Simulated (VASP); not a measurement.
# BeTe (F-43m) in VASP: a series of runs

Runs on BeTe. Level: PBE. Tasks: band structure.

Everything below comes from runs of VASP 6.6.1. Logs are shortened: lines on timing, memory, paths and dates and some standing lists are left out, and cuts for length are marked.

### Step 1. The structure

It takes space group F-43m (No. 216, cubic). The conventional cell has a = 5.540 Å, b = 5.540 Å, c = 5.540 Å, α = 90.00°, β = 90.00°, γ = 90.00°. Te (site symmetry -43m) has 4 Be at 2.40 Å as nearest neighbours. Be (site symmetry -43m) has 4 Te at 2.40 Å as nearest neighbours.

### Step 2. Band structure, PBE

Contents of INCAR:

```
ALGO = Fast
EDIFF = 1E-6
ENCUT = 520
GGA = PE
ISIF = 2
ISMEAR = -1
LASPH = True
LCHARG = False
LREAL = False
LWAVE = False
NELM = 80
PREC = Accurate
SIGMA = 0.05
```

Contents of KPOINTS:

```
k-points
0
Gamma
  8 8 8
```

Contents of POSCAR:

```
BeTe
1.0
    0.0000000000      2.7700000000      2.7700000000
    2.7700000000      0.0000000000      2.7700000000
    2.7700000000      2.7700000000      0.0000000000
Te Be
1 1
Direct
    0.7500000000      0.7500000000      0.7500000000
    0.0000000000      0.0000000000      0.0000000000
```

Contents of KPOINTS_OPT:

```
path GXWKGLUWLK,UX
15
line-mode
reciprocal
 0.0000000000  0.0000000000  0.0000000000  G
 0.5000000000  0.0000000000  0.5000000000  X

 0.5000000000  0.0000000000  0.5000000000  X
 0.5000000000  0.2500000000  0.7500000000  W

 0.5000000000  0.2500000000  0.7500000000  W
 0.3750000000  0.3750000000  0.7500000000  K

 0.3750000000  0.3750000000  0.7500000000  K
 0.0000000000  0.0000000000  0.0000000000  G

 0.0000000000  0.0000000000  0.0000000000  G
 0.5000000000  0.5000000000  0.5000000000  L

 0.5000000000  0.5000000000  0.5000000000  L
 0.6250000000  0.2500000000  0.6250000000  U

 0.6250000000  0.2500000000  0.6250000000  U
 0.5000000000  0.2500000000  0.7500000000  W

 0.5000000000  0.2500000000  0.7500000000  W
 0.5000000000  0.5000000000  0.5000000000  L

 0.5000000000  0.5000000000  0.5000000000  L
 0.3750000000  0.3750000000  0.7500000000  K

 0.6250000000  0.2500000000  0.6250000000  U
 0.5000000000  0.0000000000  0.5000000000  X
```

Potentials or basis: VASP PAW PBE potentials, release 54 (Te, Be).

The run is started by

```
$ cat potpaw_PBE.54/Te/POTCAR potpaw_PBE.54/Be/POTCAR > POTCAR
$ mpirun -np 1 vasp_std > vasp.out
```

OUTCAR:

```text
EDIFF = 1E-6
   ENCUT = 520
   GGA = PE
   ISIF = 2
   ISMEAR = -1
   LASPH = True
   LREAL = False
   NELM = 80
   PREC = Accurate

 ion  position               nearest neighbor table
   1  0.750  0.750  0.750-   2 2.40   2 2.40   2 2.40   2 2.40
   2  0.000  0.000  0.000-   1 2.40   1 2.40   1 2.40   1 2.40

  LATTYP: Found a face centered cubic cell.
 ALAT       =     5.5400000000

  Lattice vectors:

 A1 = (   0.0000000000,   2.7700000000,   2.7700000000)
 A2 = (   2.7700000000,   0.0000000000,   2.7700000000)
 A3 = (   2.7700000000,   2.7700000000,   0.0000000000)

Analysis of symmetry for initial positions (statically):
=====================================================================
 Subroutine PRICEL returns:
 Original cell was already a primitive cell.

 Routine SETGRP: Setting up the symmetry group for a
 face centered cubic supercell.

 Subroutine GETGRP returns: Found 24 space group operations
 (whereof 24 operations were pure point group operations)
 out of a pool of 48 trial point group operations.

The static configuration has the point symmetry T_d .

Analysis of symmetry for dynamics (positions and initial velocities):
=====================================================================
 Subroutine PRICEL returns:
 Original cell was already a primitive cell.

 Routine SETGRP: Setting up the symmetry group for a
 face centered cubic supercell.

 Subroutine GETGRP returns: Found 24 space group operations
 (whereof 24 operations were pure point group operations)
 out of a pool of 48 trial point group operations.

The dynamic configuration has the point symmetry T_d .

 Subroutine INISYM returns: Found 24 space group operations
 (whereof 24 operations are pure point group operations),
 and found     1 'primitive' translations

----------------------------------------------------------------------------------------

                                     Primitive cell

  volume of cell :      42.5079

  direct lattice vectors                    reciprocal lattice vectors
     0.000000000  2.770000000  2.770000000    -0.180505415  0.180505415  0.180505415
     2.770000000  0.000000000  2.770000000     0.180505415 -0.180505415  0.180505415
     2.770000000  2.770000000  0.000000000     0.180505415  0.180505415 -0.180505415

  length of vectors
     3.917371568  3.917371568  3.917371568     0.312644550  0.312644550  0.312644550

  position of ions in fractional coordinates (direct lattice)
     0.750000000  0.750000000  0.750000000
     0.000000000  0.000000000  0.000000000

  ion indices of the primitive-cell ions
   primitive index   ion index
                 1           1
                 2           2

----------------------------------------------------------------------------------------

 KPOINTS: k-points

Automatic generation of k-mesh.
 Grid dimensions read from file:
 generate k-points for:    8    8    8

 Generating k-lattice:

  Cartesian coordinates                     Fractional coordinates (reciprocal lattice)
    -0.022563177  0.022563177  0.022563177     0.125000000  0.000000000  0.000000000
     0.022563177 -0.022563177  0.022563177     0.000000000  0.125000000  0.000000000
     0.022563177  0.022563177 -0.022563177     0.000000000  0.000000000  0.125000000

  Length of vectors
     0.039080569  0.039080569  0.039080569

  Shift w.r.t. Gamma in fractional coordinates (k-lattice)
     0.000000000  0.000000000  0.000000000

 Subroutine IBZKPT returns following result:
 ===========================================

 Found     29 irreducible k-points:

 Following reciprocal coordinates:
            Coordinates               Weight
  0.000000  0.000000  0.000000      1.000000
  0.125000  0.000000  0.000000      8.000000
  0.250000  0.000000  0.000000      8.000000
  0.375000  0.000000  0.000000      8.000000
  0.500000  0.000000  0.000000      4.000000
  0.125000  0.125000  0.000000      6.000000
[... 16 lines left out ...]
  0.500000  0.250000  0.125000     48.000000
 -0.375000  0.250000  0.125000     24.000000
 [... further k-points ...]
   k-points           NKPTS =     29   k-points in BZ     NKDIM =     29   number of bands    NBANDS=      8
   number of dos      NEDOS =    301   number of ions     NIONS =      2
   total plane-waves  NPLWV =  27000
   dimension x,y,z NGX =    30 NGY =   30 NGZ =   30
   dimension x,y,z NGXF=    60 NGYF=   60 NGZF=   60
   ions per type =               1   1
   NGX,Y,Z   is equivalent  to a cutoff of  12.73, 12.73, 12.73 a.u.
   NGXF,Y,Z  is equivalent  to a cutoff of  25.46, 25.46, 25.46 a.u.
 SYSTEM =  unknown system
   PREC   = accura    normal or accurate (medium, high low for compatibility)
   ISTART =      0    job   : 0-new  1-cont  2-samecut
   ICHARG =      2    charge: 1-file 2-atom 10-const
   ISPIN  =      1    spin polarized calculation?
   LNONCOLLINEAR =      F non collinear calculations
   LSORBIT =      F    spin-orbit coupling
   LASPH  =      T    aspherical Exc in radial PAW
   ENCUT  =  520.0 eV  38.22 Ry    6.18 a.u.   7.28  7.28  7.28*2*pi/ulx,y,z
   NELM   =     80;   NELMIN=  2; NELMDL= -5     # of ELM steps
   EDIFF  = 0.1E-05   stopping-criterion for ELM
   LREAL  =      F    real-space projection
   EDIFFG = 0.1E-04   stopping-criterion for IOM
   NSW    =      0    number of steps for IOM
   IBRION =     -1    ionic relax: 0-MD 1-quasi-New 2-CG
   NFREE  =      0    steps in history (QN), initial steepest desc. (CG)
   ISIF   =      2    stress and relaxation
   ISYM   =      2    0-nonsym 1-usesym 2-fastsym
   POTIM  = 0.5000    time-step for ionic-motion
   TEBEG  =    0.0;   TEEND  =   0.0 temperature during run
   PSTRESS=    0.0 pullay stress
   NELECT =       8.0000    total number of electrons
   NUPDOWN=      -1.0000    fix difference up-down
   EMIN   =  10.00;   EMAX   =-10.00  energy-range for DOS
   EFERMI =   0.00;   METHOD = LEGACY
   ISMEAR =    -1;   SIGMA  =   0.05  broadening in eV -4-tet -1-fermi 0-gaus
   EFERMI_NEDOS =   21; number of points for ismear=-14 and -15
   IALGO  =     68    algorithm
   IMIX   =      4    mixing-type and parameters
     AMIX     =   0.40;   BMIX     =  1.00
     AMIX_MAG =   1.60;   BMIX_MAG =  1.00
  volume/ion in A,a.u.               =      21.25       143.43
  Fermi-wavevector in a.u.,A,eV,Ry     =   0.938170  1.772885 11.975354  0.880164
  Thomas-Fermi vector in A             =   2.065355
   LORBIT       =      0    0 simple, 1 ext, 2 COOP (PROOUT), +10 PAW based schemes
   GGA     = PE    functional components
   LHFCALC =     F    Hartree Fock is set to
   AEXX    =    0.0000 exact exchange contribution
   IVDW    =     0    specifies the selected vdW correction
   LEPSILON=     F    determine dielectric tensor
   LRPA    =     F    only Hartree local field effects (RPA)
 non-spin polarized calculation
 RMM-DIIS sequential band-by-band and
  energy-cutoff  :      520.00
  volume of cell :       42.51
 maximum number of plane-waves:      1162
 NGX is ok and might be reduce to    30
   NGX = 15   NGY = 15   NGZ = 15

 number of electron       8.0000000 magnetization

 Free energy of the ion-electron system (eV)
  ---------------------------------------------------
  ext. energy  EPLUGINS =         0.00000000
  ---------------------------------------------------
  free energy    TOTEN  =        -7.58477411 eV

  energy without entropy =       -7.58477411  energy(sigma->0) =       -7.58477411

 E-fermi :   6.6004     XC(G=0):  -9.2570

 val. band max:        5.6645195510   @ k =   0.0000   0.0000   0.0000
 cond. band min:       7.5116059706   @ k =   0.5000   0.5000   0.0000
 fundamental gap:      1.8470864196
 Fermi energy:         6.6004104030

 k-point     1 :       0.0000    0.0000    0.0000
  band No.  band energies     occupation
      1      -6.9704      2.00000
      2       5.6645      2.00000
      3       5.6645      2.00000
      4       5.6645      2.00000
      5       9.2285      0.00000
      6       9.2285      0.00000
      7       9.2285      0.00000
      8       9.8553      0.00000

 k-point     2 :       0.1250    0.0000    0.0000
  band No.  band energies     occupation
      1      -6.8118      2.00000
      2       4.2841      2.00000
      3       5.4064      2.00000
      4       5.4064      2.00000
      5       9.2787      0.00000
      6       9.5978      0.00000
      7       9.5978      0.00000
      8      11.0755      0.00000

 k-point     3 :       0.2500    0.0000    0.0000
  band No.  band energies     occupation
      1      -6.3713      2.00000
      2       2.1708      2.00000
      3       4.9333      2.00000
      4       4.9333      2.00000
      5       9.0904      0.00000
      6      10.1510      0.00000
      7      10.1510      0.00000
      8      12.9490      0.00000

 k-point     4 :       0.3750    0.0000    0.0000
  band No.  band energies     occupation
      1      -5.8015      2.00000
      2       0.4856      2.00000
      3       4.5740      2.00000
      4       4.5740      2.00000
      5       8.9313      0.00000
      6      10.2696      0.00000
      7      10.2696      0.00000
      8      13.5352      0.00000

 k-point     5 :       0.5000    0.0000    0.0000
  band No.  band energies     occupation
      1      -5.4975      2.00000
      2      -0.2016      2.00000
      3       4.4456      2.00000
      4       4.4456      2.00000
      5       8.8746      0.00000
      6      10.2284      0.00000
      7      10.2284      0.00000
      8      13.4591      0.00000

 k-point     6 :       0.1250    0.1250    0.0000
  band No.  band energies     occupation
      1      -6.7587      2.00000
      2       4.5458      2.00000
      3       4.9422      2.00000
      4       4.9422      2.00000
      5       8.8345      0.00000
      6      10.2598      0.00000
      7      10.2598      0.00000
      8      10.8286      0.00000

 k-point     7 :       0.2500    0.1250    0.0000
  band No.  band energies     occupation
      1      -6.4101      2.00000
      2       2.8121      2.00000
      3       4.4235      2.00000
      4       4.6170      2.00000
      5       8.9735      0.00000
      6      10.3578      0.00000
      7      11.0352      0.00000
      8      11.5499      0.00000
[... 133 lines left out ...]
 k-point    20 :      -0.3750    0.3750    0.0000
  band No.  band energies     occupation
      1      -4.9778      2.00000
      2       0.6601      2.00000
      3       1.5034      2.00000
      4       3.2668      2.00000
      5       8.2871      0.00000
      6      10.9579      0.00000
      7      13.7187      0.00000
      8      14.1191      0.00000

 k-point    21 :       0.5000    0.5000    0.0000
  band No.  band energies     occupation
      1      -4.9547      2.00000
      2       0.2771      2.00000
      3       2.8290      2.00000
      4       2.8290      2.00000
      5       7.5116      0.00000
      6       8.2572      0.00000
      7      15.6853      0.00000
      8      15.6853      0.00000

 k-point    22 :       0.3750    0.2500    0.1250
  band No.  band energies     occupation
      1      -6.0049      2.00000
      2       1.9282      2.00000
      3       3.2459      2.00000
      4       4.3437      2.00000
      5       9.2276      0.00000
      6      10.6819      0.00000
      7      11.0267      0.00000
      8      12.0770      0.00000

 k-point    23 :       0.5000    0.2500    0.1250
  band No.  band energies     occupation
      1      -5.4953      2.00000
      2       0.7893      2.00000
      3       2.6929      2.00000
      4       3.8511      2.00000
      5       9.6984      0.00000
      6      10.4066      0.00000
      7      11.6700      0.00000
      8      12.7177      0.00000

 k-point    24 :      -0.3750    0.2500    0.1250
  band No.  band energies     occupation
      1      -5.2330      2.00000
      2       0.2475      2.00000
      3       2.5865      2.00000
      4       3.6100      2.00000
      5       9.8497      0.00000
      6      10.1083      0.00000
      7      12.4870      0.00000
      8      13.5783      0.00000

 [... further k-points ...]

------------------------ aborting loop because EDIFF is reached ----------------------------------------

  FORCE on cell =-STRESS in cart. coord.  units (eV):
  Direction    XX          YY          ZZ          XY          YZ          ZX
  --------------------------------------------------------------------------------------
  -------------------------------------------------------------------------------------
  Total        1.1807459      1.1807459      1.1807459      0.0000000     -0.0000000      0.0000000
  in kB       44.5038660     44.5038660     44.5038660      0.0000000     -0.0000000      0.0000000
  external PRESSURE =      44.5038660 kB  Pullay stress =       0.0000000 kB

 VOLUME and BASIS-vectors are now :
 -----------------------------------------------------------------------------
  energy-cutoff  :      520.00
  volume of cell :       42.51
      direct lattice vectors                 reciprocal lattice vectors
     0.000000000  2.770000000  2.770000000    -0.180505415  0.180505415  0.180505415
     2.770000000  0.000000000  2.770000000     0.180505415 -0.180505415  0.180505415
     2.770000000  2.770000000  0.000000000     0.180505415  0.180505415 -0.180505415

 POSITION                                       TOTAL-FORCE (eV/Angst)
 -----------------------------------------------------------------------------------
      4.15500      4.15500      4.15500        -0.000000     -0.000000     -0.000000
      0.00000      0.00000      0.00000         0.000000      0.000000      0.000000
 -----------------------------------------------------------------------------------
    total drift:                               -0.000000     -0.000000     -0.000000

  FREE ENERGIE OF THE ION-ELECTRON SYSTEM (eV)
  ---------------------------------------------------
  free  energy   TOTEN  =        -7.5847741128 eV

  energy  without entropy=       -7.5847741126  energy(sigma->0) =       -7.58477411
```

Run time: 26 s. Hardware: 1 thread of Intel Xeon Platinum 8488C (Sapphire Rapids), shared host; peak memory 0.18 GiB.

What came out:

```yaml
Free_energy: -7.5848 eV
Pressure: 4.5 GPa
Band_gap_on_the_k_mesh: 1.85 eV, indirect (least direct gap 3.56 eV)
Band_gap_along_the_path: 1.85 eV, indirect (least direct gap 3.56 eV)
```

Levels at the corners of the path, in eV from the valence-band top:
| point | band 1 | band 2 | band 3 | band 4 | band 5 | band 6 | band 7 | band 8 |
| --- | --- | --- | --- | --- | --- | --- | --- | --- |
| Γ | -12.63 | 0.00 | 0.00 | 0.00 | 3.56 | 3.56 | 3.56 | 4.19 |
| X | -10.62 | -5.39 | -2.84 | -2.84 | 1.85 | 2.59 | 10.02 | 10.02 |
| X | -10.62 | -5.39 | -2.84 | -2.84 | 1.85 | 2.59 | 10.02 | 10.02 |
| W | -10.58 | -4.81 | -3.96 | -3.45 | 5.31 | 5.50 | 5.66 | 6.37 |
| W | -10.58 | -4.81 | -3.96 | -3.45 | 5.31 | 5.50 | 5.66 | 6.37 |
| K | -10.64 | -5.00 | -4.16 | -2.40 | 2.62 | 5.29 | 8.05 | 8.45 |
| K | -10.64 | -5.00 | -4.16 | -2.40 | 2.62 | 5.29 | 8.05 | 8.45 |
| Γ | -12.63 | 0.00 | 0.00 | 0.00 | 3.56 | 3.56 | 3.56 | 4.19 |
| Γ | -12.63 | 0.00 | 0.00 | 0.00 | 3.56 | 3.56 | 3.56 | 4.19 |
| L | -11.16 | -5.87 | -1.22 | -1.22 | 3.21 | 4.56 | 4.56 | 7.79 |
| L | -11.16 | -5.87 | -1.22 | -1.22 | 3.21 | 4.56 | 4.56 | 7.79 |
| U | -10.64 | -5.00 | -4.16 | -2.40 | 2.62 | 5.29 | 8.05 | 8.45 |
| U | -10.64 | -5.00 | -4.16 | -2.40 | 2.62 | 5.29 | 8.05 | 8.45 |
| W | -10.58 | -4.81 | -3.96 | -3.45 | 5.31 | 5.50 | 5.66 | 6.37 |
| W | -10.58 | -4.81 | -3.96 | -3.45 | 5.31 | 5.50 | 5.66 | 6.37 |
| L | -11.16 | -5.87 | -1.22 | -1.22 | 3.21 | 4.56 | 4.56 | 7.79 |
| L | -11.16 | -5.87 | -1.22 | -1.22 | 3.21 | 4.56 | 4.56 | 7.79 |
| K | -10.64 | -5.00 | -4.16 | -2.40 | 2.62 | 5.29 | 8.05 | 8.45 |
| U | -10.64 | -5.00 | -4.16 | -2.40 | 2.62 | 5.29 | 8.05 | 8.45 |
| X | -10.62 | -5.39 | -2.84 | -2.84 | 1.85 | 2.59 | 10.02 | 10.02 |

Caveat: spin-orbit coupling is left out, which moves the levels of the heavy elements.

### Step 3. Band structure, PBE

Contents of INCAR:

```
ALGO = Normal
EDIFF = 1E-6
ENCUT = 500
GGA = PE
ISIF = 2
ISMEAR = -1
LASPH = T
LCHARG = F
LREAL = F
LWAVE = F
NBANDS = 11
NELM = 100
PREC = Accurate
SIGMA = 0.05
```

KPOINTS is that of step 2.

POSCAR is that of step 2.

KPOINTS_OPT is that of step 2.

Potentials or basis: VASP PAW PBE potentials, release 54 (Te, Be).

The run is started by

```
$ cat potpaw_PBE.54/Te/POTCAR potpaw_PBE.54/Be/POTCAR > POTCAR
$ mpirun -np 1 vasp_std > vasp.out
```

It took 36 s on 1 thread of Intel Xeon Platinum 8488C (Sapphire Rapids), shared host; peak memory 0.18 GiB.

It converged, with:

| Property | Result |
| --- | --- |
| Free energy | -7.5847 eV |
| Pressure | 4.5 GPa |
| Band gap on the k mesh | 1.85 eV, indirect (least direct gap 3.56 eV) |
| Band gap along the path | 1.85 eV, indirect (least direct gap 3.56 eV) |

Levels at the corners of the path, in eV from the valence-band top:
```tsv
point	band 2	band 3	band 4	band 5	band 6	band 7
Γ	0.00	0.00	0.00	3.56	3.56	3.56
X	-5.39	-2.84	-2.84	1.85	2.59	10.02
X	-5.39	-2.84	-2.84	1.85	2.59	10.02
W	-4.81	-3.96	-3.45	5.31	5.50	5.66
W	-4.81	-3.96	-3.45	5.31	5.50	5.66
K	-5.00	-4.16	-2.40	2.62	5.29	8.05
K	-5.00	-4.16	-2.40	2.62	5.29	8.05
Γ	0.00	0.00	0.00	3.56	3.56	3.56
Γ	0.00	0.00	0.00	3.56	3.56	3.56
L	-5.87	-1.22	-1.22	3.21	4.56	4.56
L	-5.87	-1.22	-1.22	3.21	4.56	4.56
U	-5.00	-4.16	-2.40	2.62	5.29	8.05
U	-5.00	-4.16	-2.40	2.62	5.29	8.05
W	-4.81	-3.96	-3.45	5.31	5.50	5.66
W	-4.81	-3.96	-3.45	5.31	5.50	5.66
L	-5.87	-1.22	-1.22	3.21	4.56	4.56
L	-5.87	-1.22	-1.22	3.21	4.56	4.56
K	-5.00	-4.16	-2.40	2.62	5.29	8.05
U	-5.00	-4.16	-2.40	2.62	5.29	8.05
X	-5.39	-2.84	-2.84	1.85	2.59	10.02
```

Caveat: spin-orbit coupling is left out, which moves the levels of the heavy elements.

### Step 4. For comparison

An earlier run on the cell as given: functional PBEsol; potentials or basis VASP PAW PBE potentials, release 64 (Te, Be); cutoff 520 eV; k mesh 8 × 8 × 8; occupations fermi-dirac, width 0.05 eV; no spin polarisation.

- Pressure: 2.5 GPa
- Band gap on the k mesh: 1.73 eV, indirect (least direct gap 3.55 eV)

### Step 5. The runs side by side

| task | level | potentials or basis | cutoff (eV) | ladder | gap on the mesh (eV) | pressure (GPa) |
| --- | --- | --- | --- | --- | --- | --- |
| band structure | PBE | VASP PAW PBE potentials, release 54 (Te, Be) | 520 | - | 1.85 | 4.5 |
| band structure | PBE | VASP PAW PBE potentials, release 54 (Te, Be) | 500 | - | 1.85 | 4.5 |
| single point | PBEsol | VASP PAW PBE potentials, release 64 (Te, Be) | 520 | free | 1.73 | 2.5 |

Alike in all rows: no spin polarisation; cell as given; k mesh 8 × 8 × 8; smearing fermi-dirac 0.05 eV.

Caveats: spin-orbit coupling is left out, which moves the levels of the heavy elements; the PAW data sets were made with another functional, which shifts forces and pressure a little (some runs).

Total energies depend on the potentials used, so only differences within one code and one set of settings carry meaning.
